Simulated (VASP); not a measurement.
# Te: restarted molecular dynamics, 2 variants

Te, Pmc2_1 (no. 26), 8 atoms in the cell. PBE, molecular dynamics; PAW potentials Te (PBE set).

| Restart from | Temperature at the end (K) | The same without a restart (K) | Potential energy at the end (eV/atom) | The same without a restart (eV/atom) | Electronic steps in the first step after the restart | Time (s) |
|---|---|---|---|---|---|---|
| CONTCAR with velocities, WAVECAR read | 648.0 | 648.0 | -2.99333 | -2.99333 | 4 | 261 |
| CONTCAR with velocities, no WAVECAR | 648.0 | 648.0 | -2.99332 | -2.99333 | 14 | 266 |

Limits: 240 fs of 8 atoms are too short for converged averages; the cell is only 4.7 Å across, so each atom moves in step with near copies of itself.

## Input of the first row

INCAR.step1:
```
SYSTEM = Te
ALGO     = Fast           ! electronic algorithm
EDIFF    = 1E-6           ! SCF threshold, eV
ENCUT    = 200            ! plane-wave cutoff, eV
GGA      = PE             ! functional
IBRION   = 0              ! ionic algorithm
ISIF     = 2              ! what is computed and relaxed
ISMEAR   = -1             ! smearing method
ISYM     = 0            
KPAR     = 2            
LASPH    = .TRUE.         ! aspherical terms in the spheres
LCHARG   = .FALSE.        ! write CHGCAR
LREAL    = Auto         
LWAVE    = .TRUE.         ! write WAVECAR
MDALGO   = 2            
NELM     = 60             ! most SCF steps
NELMIN   = 4            
NSW      = 30             ! ionic steps
POTIM    = 4.0            ! step
PREC     = Normal         ! precision mode
RANDOM_SEED= 122001 0 0   
SIGMA    = 0.05           ! smearing width, eV
SMASS    = 0            
TEBEG    = 600           
```

INCAR.step2, as INCAR.step1 but for:
```
- LWAVE = .TRUE.
+ LWAVE = .FALSE.
```

KPOINTS:
```
k-points
0
Gamma
  2 3 2
```

POSCAR.step1:
```
Te
1.0
    6.2615380000      0.0000000000      0.0000000000
    0.0000000000      4.7429080000      0.0000000000
    0.0000000000      0.0000000000      8.9856130000
Te
8
Direct
    0.2500000000      0.0125320000      0.5091860000
    0.7500000000      0.0125320000      0.5091860000
    0.2500000000      0.9874680000      0.0091860000
    0.7500000000      0.9874680000      0.0091860000
    0.2500000000      0.4547290000      0.2608140000
    0.7500000000      0.4547290000      0.2608140000
    0.2500000000      0.5452710000      0.7608140000
    0.7500000000      0.5452710000      0.7608140000
```

Commands (each step's output is kept before the next begins):
```
cat potpaw_PBE.64/Te/POTCAR > POTCAR
cp INCAR.step1 INCAR
cp POSCAR.step1 POSCAR
mpirun -np 2 vasp_std > vasp.out
cp CONTCAR POSCAR
cp INCAR.step2 INCAR
mpirun -np 2 vasp_std > vasp.out
```

Changes of the last row against the first:
```
(step 1)
- LWAVE = True
+ LWAVE = False
```

VASP 6.6.1 took 261 s on 2 cores (Intel Xeon Platinum 8488C (Sapphire Rapids)), a shared host.
